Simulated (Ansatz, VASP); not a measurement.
**One calculation of AlP, two programs**

File INCAR:

```
SYSTEM = AlP
PREC = Accurate ; ENCUT = 520
EDIFF = 1E-7 ; ISMEAR = -1
SIGMA = 0.05 ; LREAL = .False.
LASPH = .True. ; NELM = 100
ALGO = Normal ; ISIF = 2
LWAVE = .False. ; LCHARG = .False.
GGA = PE ; NBANDS = 11
```

File KPOINTS:

```
regular mesh
0
Gamma
  8 8 8
  0 0 0
```

POSCAR

```
AlP
1.0
    0.0000000000      2.7613659551      2.7613659551
    2.7613659551      0.0000000000      2.7613659551
    2.7613659551      2.7613659551      0.0000000000
P Al
1 1
Direct
    0.7500000000      0.7500000000      0.7500000000
    0.0000000000      0.0000000000      0.0000000000
```

Contents of input.yaml:

```yaml
crystal:
  lattice:
    - [0.0, 2.7613659551, 2.7613659551]
    - [2.7613659551, 0.0, 2.7613659551]
    - [2.7613659551, 2.7613659551, 0.0]
  atoms:
    - { symbol: P, position: [0.75, 0.75, 0.75] }
    - { symbol: Al, position: [0.0, 0.0, 0.0] }
hamiltonian:
  xc: pbe
  pseudopotentials: { kind: paw }
kpoints:
  mp_grid: { grid: [8, 8, 8] }
scf:
  occupations: { method: fermi_dirac, width: 0.05 }
output:
  forces: true
  stress: true
  eigenvalues: true
```

Change from the starting cell: volume scaled by 1.04.

Alike in both runs: task single point; functional PBE; k mesh 8 × 8 × 8; occupations fermi-dirac, width 0.05 eV; no spin polarisation.

|  | VASP | Ansatz |
| --- | --- | --- |
| version | VASP 6.6.1 | Ansatz 0.2.0 |
| potentials or method | VASP PAW PBE potentials, release 64 (P, Al) | Ansatz PAW |
| plane-wave cutoff (eV) | 520 | 420 |
| valence electrons in the cell | 8 | 8 |

```tsv
	VASP	Ansatz	Ansatz less VASP
gap on the k mesh at the Fermi level (eV)	1.65	1.65	+0.002
least direct gap on the mesh (eV)	3.01	3.02	+0.002
pressure (GPa)	-0.8	-0.7	+0.09
```

A k mesh can miss the band edges.
